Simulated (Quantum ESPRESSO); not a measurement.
# Zr (P6_3/mmc) in Quantum ESPRESSO: further runs

One crystal, Zr, is run at these levels: PBEsol; tasks: phonons.

All numbers are computed with Quantum ESPRESSO 7.5; they aren't measurements. Logs are shortened: lines on timing, memory, paths and dates and some standing lists are left out, and cuts for length are marked.

## Step 1: The structure

The structure is hexagonal, space group P6_3/mmc (No. 194). Conventional cell: a = 3.232 Å, b = 3.232 Å, c = 5.147 Å, α = 90.00°, β = 90.00°, γ = 120.00°. Around Zr (site symmetry -6m2) lie 12 Zr at 3.18 to 3.23 Å.

## Step 2: Phonons, PBEsol, target pressure 20 GPa, at which the enthalpy is minimised

pw.in reads:

```
&CONTROL
  calculation = 'scf'
  prefix = 'pwscf'
  outdir = './tmp'
  pseudo_dir = './pseudo'
  tprnfor = .true.
  tstress = .true.
  disk_io = 'low'
/
&SYSTEM
  ibrav = 0
  celldm(1) = 8
  nat = 2
  ntyp = 1
  ecutwfc = 45
  ecutrho = 360
  nbnd = 19
  occupations = 'smearing'
  smearing = 'mv'
  degauss = 0.01469973
/
&ELECTRONS
  conv_thr = 4d-10
  electron_maxstep = 120
  mixing_beta = 0.5
/
ATOMIC_SPECIES
Zr    91.2240 zr_pbesol_v1.uspp.F.UPF
CELL_PARAMETERS alat
  0.7634493543488   0.0000000000000   0.0000000000000
 -0.3817246771744   0.6611665353615   0.0000000000000
  0.0000000000000   0.0000000000000   1.2158025454311
ATOMIC_POSITIONS crystal
Zr     0.6666666667    0.3333333333    0.7500000000
Zr     0.3333333333    0.6666666667    0.2500000000
K_POINTS automatic
9 9 5 0 0 0
```

relax.in reads:

```
&CONTROL
  calculation = 'vc-relax'
  prefix = 'pwscf'
  outdir = './tmp'
  pseudo_dir = './pseudo'
  tprnfor = .true.
  tstress = .true.
  disk_io = 'low'
  nstep = 40
  forc_conv_thr = 0.0001
  etot_conv_thr = 1d-06
/
&SYSTEM
  ibrav = 0
  celldm(1) = 8
  nat = 2
  ntyp = 1
  ecutwfc = 45
  ecutrho = 360
  nbnd = 19
  occupations = 'smearing'
  smearing = 'mv'
  degauss = 0.01469973
/
&ELECTRONS
  conv_thr = 4d-10
  electron_maxstep = 120
  mixing_beta = 0.5
/
&IONS
  ion_dynamics = 'bfgs'
/
&CELL
  cell_dynamics = 'bfgs'
  press = 200
  press_conv_thr = 0.2
/
ATOMIC_SPECIES
Zr    91.2240 zr_pbesol_v1.uspp.F.UPF
CELL_PARAMETERS alat
  0.7634493543488   0.0000000000000   0.0000000000000
 -0.3817246771744   0.6611665353615   0.0000000000000
  0.0000000000000   0.0000000000000   1.2158025454311
ATOMIC_POSITIONS crystal
Zr     0.6666666667    0.3333333333    0.7500000000
Zr     0.3333333333    0.6666666667    0.2500000000
K_POINTS automatic
9 9 5 0 0 0
```

scf2.in reads:

```
&CONTROL
  calculation = 'scf'
  prefix = 'pwscf'
  outdir = './tmp'
  pseudo_dir = './pseudo'
  tprnfor = .true.
  tstress = .true.
  disk_io = 'low'
/
&SYSTEM
  ibrav = 0
  celldm(1) = 8
  nat = 2
  ntyp = 1
  ecutwfc = 45
  ecutrho = 360
  nbnd = 19
  occupations = 'smearing'
  smearing = 'mv'
  degauss = 0.01469973
/
&ELECTRONS
  conv_thr = 1d-13
  electron_maxstep = 120
  mixing_beta = 0.5
  startingpot = 'file'
  startingwfc = 'file'
/
ATOMIC_SPECIES
Zr    91.2240 zr_pbesol_v1.uspp.F.UPF
CELL_PARAMETERS alat
  0.7073394917178   0.0000000000068   0.0000000000000
 -0.3536697458648   0.6125739689242   0.0000000000000
  0.0000000000000   0.0000000000000   1.1652613780557
ATOMIC_POSITIONS crystal
Zr     0.6666666666    0.3333333332    0.7500000000
Zr     0.3333333332    0.6666666666    0.2500000000
K_POINTS automatic
9 9 5 0 0 0
```

ph.in reads:

```
phonons of Zr
&INPUTPH
  prefix = 'pwscf'
  outdir = './tmp'
  tr2_ph = 1d-18
  fildyn = 'dyn'
  niter_ph = 90
  alpha_mix(1) = 0.4
/
0.0000000000 0.0000000000 0.0000000000
```

dynmat.in reads:

```
&INPUT
  fildyn = 'dyn'
  asr = 'crystal'
  filout = 'dynmat.disp'
  fileig = 'dynmat.eig'
/
```

Potentials or basis: GBRV 1.5 PBEsol.

On the command line:

```console
> OMP_NUM_THREADS=1 mpirun -n 4 pw.x -nk 4 -in pw.in > pw.out
> OMP_NUM_THREADS=1 mpirun -n 4 pw.x -nk 4 -in relax.in > relax.out
> OMP_NUM_THREADS=1 mpirun -n 4 pw.x -nk 4 -in scf2.in > scf2.out
> OMP_NUM_THREADS=1 mpirun -n 4 ph.x -nk 4 -in ph.in > ph.out
> OMP_NUM_THREADS=1 mpirun -n 1 dynmat.x -in dynmat.in > dynmat.out
```

pw.out:

```text
This program is part of the open-source Quantum ESPRESSO suite
     for quantum simulation of materials; please cite
         "P. Giannozzi et al., J. Phys.:Condens. Matter 21 395502 (2009);
         "P. Giannozzi et al., J. Phys.:Condens. Matter 29 465901 (2017);
         "P. Giannozzi et al., J. Chem. Phys. 152 154105 (2020);
     in publications or presentations arising from this work. More details at

     Message from routine setup:
     using ibrav=0 with symmetry is DISCOURAGED, use correct ibrav instead

     K-points division:     npool     =       4
     Subspace diagonalization in iterative solution of the eigenvalue problem:
     a serial algorithm will be used

     G-vector sticks info
     --------------------
     sticks:   dense  smooth     PW     G-vecs:    dense   smooth      PW
     Sum         925     463    151                36347    12827    2189

     Using Slab Decomposition

     bravais-lattice index     =            0
     lattice parameter (alat)  =       8.0000  a.u.
     unit-cell volume          =     314.2130 (a.u.)^3
     number of atoms/cell      =            2
     number of atomic types    =            1
     number of electrons       =        24.00
     number of Kohn-Sham states=           19
     kinetic-energy cutoff     =      45.0000  Ry
     charge density cutoff     =     360.0000  Ry
     scf convergence threshold =      4.0E-10
     mixing beta               =       0.5000
     number of iterations used =            8  plain     mixing
     Exchange-correlation= SLA  PW   PSX  PSC
                           (   1   4  10   8   0   0   0)

     celldm(1)=   8.000000  celldm(2)=   0.000000  celldm(3)=   0.000000
     celldm(4)=   0.000000  celldm(5)=   0.000000  celldm(6)=   0.000000

     crystal axes: (cart. coord. in units of alat)
               a(1) = (   0.763449   0.000000   0.000000 )
               a(2) = (  -0.381725   0.661167   0.000000 )
               a(3) = (   0.000000   0.000000   1.215803 )

     reciprocal axes: (cart. coord. in units 2 pi/alat)
               b(1) = (  1.309845  0.756239 -0.000000 )
               b(2) = (  0.000000  1.512478  0.000000 )
               b(3) = (  0.000000 -0.000000  0.822502 )

     PseudoPot. # 1 for Zr read from file:
     zr_pbesol_v1.uspp.F.UPF
     Pseudo is Ultrasoft + core correction, Zval = 12.0
     Generated by new atomic code, or converted to UPF format
     Using radial grid of  887 points,  6 beta functions with:
                l(1) =   0
                l(2) =   0
                l(3) =   1
                l(4) =   1
                l(5) =   2
                l(6) =   2
     Q(r) pseudized with  6 coefficients,  rinner =    1.200   1.200   1.200
                                                       1.200   1.200

     atomic species   valence    mass     pseudopotential
     Zr               12.00    91.22400     Zr( 1.00)

     24 Sym. Ops., with inversion, found (12 have fractional translation)

   Cartesian axes

     site n.     atom                  positions (alat units)
         1        Zr     tau(   1) = (   0.3817247   0.2203888   0.9118519  )
         2        Zr     tau(   2) = (  -0.0000000   0.4407777   0.3039506  )

     number of k points=    36  Marzari-Vanderbilt smearing, width (Ry)=  0.0147
                       cart. coord. in units 2pi/alat
        k(    1) = (   0.0000000   0.0000000   0.0000000), wk =   0.0049383
        k(    2) = (   0.0000000   0.0000000   0.1645004), wk =   0.0098765
        k(    3) = (   0.0000000   0.0000000   0.3290008), wk =   0.0098765
        k(    4) = (   0.0000000   0.1680531   0.0000000), wk =   0.0296296
        k(    5) = (   0.0000000   0.1680531   0.1645004), wk =   0.0592593
        k(    6) = (   0.0000000   0.1680531   0.3290008), wk =   0.0592593
[... 28 lines left out ...]
        k(   35) = (   0.4366149   0.7562391   0.1645004), wk =   0.0197531
        k(   36) = (   0.4366149   0.7562391   0.3290008), wk =   0.0197531

     Dense  grid:    36347 G-vectors     FFT dimensions: (  40,  40,  60)

     Smooth grid:    12827 G-vectors     FFT dimensions: (  27,  27,  48)

     Initial potential from superposition of free atoms

     starting charge      23.9961, renormalised to      24.0000

     negative rho (up, down):  1.209E-01 0.000E+00
     Starting wfcs are   26 randomized atomic wfcs

     Self-consistent Calculation

     iteration #  1     ecut=    45.00 Ry     beta= 0.50
     Davidson diagonalization with overlap
     ethr =  1.00E-02,  avg # of iterations =  2.0

     Threshold (ethr) on eigenvalues was too large:
     Diagonalizing with lowered threshold

     Davidson diagonalization with overlap
     ethr =  1.36E-04,  avg # of iterations =  2.1

     negative rho (up, down):  1.219E-01 0.000E+00

     total energy              =    -198.25832606 Ry
     estimated scf accuracy    <       0.03764297 Ry

     iteration #  2     ecut=    45.00 Ry     beta= 0.50
     Davidson diagonalization with overlap
     ethr =  1.57E-04,  avg # of iterations =  2.0

     negative rho (up, down):  1.232E-01 0.000E+00

     total energy              =    -198.26131276 Ry
     estimated scf accuracy    <       0.00278814 Ry

     iteration #  3     ecut=    45.00 Ry     beta= 0.50
     Davidson diagonalization with overlap
     ethr =  1.16E-05,  avg # of iterations =  2.4
[... 24 lines left out ...]
     iteration #  6     ecut=    45.00 Ry     beta= 0.50
     Davidson diagonalization with overlap
     ethr =  1.15E-08,  avg # of iterations =  2.0

     negative rho (up, down):  1.237E-01 0.000E+00

     total energy              =    -198.26166752 Ry
     estimated scf accuracy    <       0.00000009 Ry

     iteration #  7     ecut=    45.00 Ry     beta= 0.50
     Davidson diagonalization with overlap
     ethr =  3.57E-10,  avg # of iterations =  2.0

     negative rho (up, down):  1.236E-01 0.000E+00

     End of self-consistent calculation

          k = 0.0000 0.0000 0.0000 (  1617 PWs)   bands (ev):

   -34.7166 -34.5603 -13.2765 -12.3952 -12.3952 -12.2597 -12.2520 -12.2520
     8.3571  10.9887  14.8854  14.8854  15.0366  15.2066  15.5802  15.5802
    16.1521  16.1521  18.4667

          k = 0.0000 0.0000 0.1645 (  1611 PWs)   bands (ev):

   -34.7019 -34.5755 -13.1852 -12.3816 -12.3816 -12.3634 -12.2659 -12.2659
     8.6875  10.9468  14.6598  14.7467  14.7467  14.7871  15.3472  15.3472
    16.6224  16.6224  18.5354

          k = 0.0000 0.0000 0.3290 (  1640 PWs)   bands (ev):

   -34.6632 -34.6149 -12.9411 -12.6276 -12.3461 -12.3461 -12.3019 -12.3019
     9.5555  10.5191  14.0517  14.2623  14.7023  14.7023  14.9394  14.9394
    17.5388  17.5388  18.3129
[... 187 lines left out ...]
          k = 0.4366 0.7562 0.1645 (  1599 PWs)   bands (ev):

   -34.5431 -34.5431 -12.9319 -12.9247 -12.9247 -12.6690 -12.5419 -12.5419
    12.1173  12.6438  12.6438  12.9119  14.1649  14.1649  15.7753  17.7616
    18.4425  18.4425  20.7145

          k = 0.4366 0.7562 0.3290 (  1587 PWs)   bands (ev):

   -34.5430 -34.5430 -13.0259 -13.0259 -12.8523 -12.7519 -12.4332 -12.4332
    12.5590  12.5839  12.5839  12.8687  14.0245  14.0245  15.8347  16.4741
    18.4409  18.4409  21.7297

     the Fermi energy is    14.0208 ev

!    total energy              =    -198.26166754 Ry
     estimated scf accuracy    <          3.9E-10 Ry
     smearing contrib. (-TS)   =       0.00002976 Ry
     internal energy E=F+TS    =    -198.26169730 Ry

     The total energy is F=E-TS. E is the sum of the following terms:
     one-electron contribution =     -35.98460852 Ry
     hartree contribution      =      27.15028631 Ry
     xc contribution           =     -35.28999449 Ry
     ewald contribution        =    -154.13738060 Ry

     convergence has been achieved in   7 iterations

     negative rho (up, down):  1.236E-01 0.000E+00

     Forces acting on atoms (cartesian axes, Ry/au):

     atom    1 type  1   force =     0.00000000    0.00000000    0.00000000
     atom    2 type  1   force =    -0.00000000   -0.00000000    0.00000000

     Total force =     0.000000     Total SCF correction =     0.000000

     Computing stress (Cartesian axis) and pressure

     negative rho (up, down):  1.236E-01 0.000E+00
          total   stress  (Ry/bohr**3)                   (kbar)     P=      -33.82
  -0.00023978  -0.00000000   0.00000000          -35.27       -0.00        0.00
  -0.00000000  -0.00023978  -0.00000000           -0.00      -35.27       -0.00
  -0.00000000   0.00000000  -0.00021021           -0.00        0.00      -30.92

=------------------------------------------------------------------------------=
   JOB DONE.
=------------------------------------------------------------------------------=
```

relax.out:

```text
This program is part of the open-source Quantum ESPRESSO suite
     for quantum simulation of materials; please cite
         "P. Giannozzi et al., J. Phys.:Condens. Matter 21 395502 (2009);
         "P. Giannozzi et al., J. Phys.:Condens. Matter 29 465901 (2017);
         "P. Giannozzi et al., J. Chem. Phys. 152 154105 (2020);
[... 3284 lines left out ...]
  -0.00000000   0.00135951  -0.00000000           -0.00      199.99       -0.00
   0.00000000  -0.00000000   0.00135905            0.00       -0.00      199.92

=------------------------------------------------------------------------------=
   JOB DONE.
=------------------------------------------------------------------------------=
```

It took 3.9 min on 4 MPI ranks of Intel Xeon at 2.50GHz (Skylake/Cascade Lake), shared host; peak memory 0.4 GiB.

Results:

```
Free energy                            : -2697.1376 eV
Relaxed volume                         : 19.15 Å³/atom
Relaxed cell                           : a = 2.994 Å, b = 2.994 Å, c = 4.933 Å, α = 90.00°, β = 90.00°, γ = 120.00°
Space group after relaxing (to 0.05 Å) : P6_3/mmc (No. 194)
Pressure after relaxing                : 20.0 GPa
Band gap on the k mesh                 : none (metal or under the smearing width)
Highest phonon frequency at Γ          : 249 cm⁻¹
```

Step by step:
| step | energy change (eV) | largest force (eV/Å) | pressure (GPa) | volume (Å³) |
| --- | --- | --- | --- | --- |
| 1 | 0.0000 | 0.0000 | -3.38 | 46.56 |
| 2 | 0.0908 | 0.0000 | 9.88 | 41.23 |
| 3 | 0.4116 | 0.0000 | 22.04 | 37.89 |
| 4 | 0.3493 | 0.0000 | 20.03 | 38.35 |
| 5 | 0.3349 | 0.0000 | 19.56 | 38.44 |
| 6 | 0.3413 | 0.0000 | 19.73 | 38.37 |
| 7 | 0.3480 | 0.0000 | 19.94 | 38.32 |
| 8 | 0.3496 | 0.0000 | 20.00 | 38.31 |

Final structure:
```yaml
crystal:
  lattice:
    - [2.99446, 0.00000, 0.00000]
    - [-1.49723, 2.59328, 0.00000]
    - [0.00000, 0.00000, 4.93304]
  atoms:
    - { symbol: Zr, position: [0.66667, 0.33333, 0.75000] }
    - { symbol: Zr, position: [0.33333, 0.66667, 0.25000] }
```

Levels at points of the mesh, in eV from the Fermi level:
```csv
k point,band 10,band 11,band 12,band 13,band 14,band 15
"(0.00, 0.00, 0.00)",-3.56,0.72,0.93,0.93,1.74,1.74
```

Phonon frequencies in cm⁻¹ (negative: imaginary):
| q point | frequencies |
| --- | --- |
| (0.000, 0.000, 0.000) | -3 -3 -3 12 12 249 |

Optical modes at Γ, degenerate ones joined:
| cm⁻¹ | components | symmetry | active in |
| --- | --- | --- | --- |
| 12 | 2 | E2g | Raman |
| 249 | 1 | B1g | silent |

Caveat: the mesh is thin for the phonons of a metal; the volume moved by over 15 % at a fixed basis, so the end points are rough; the cell is more than 3 GPa from zero pressure, which shifts response properties.

(Part 1 of 2 ends here.)
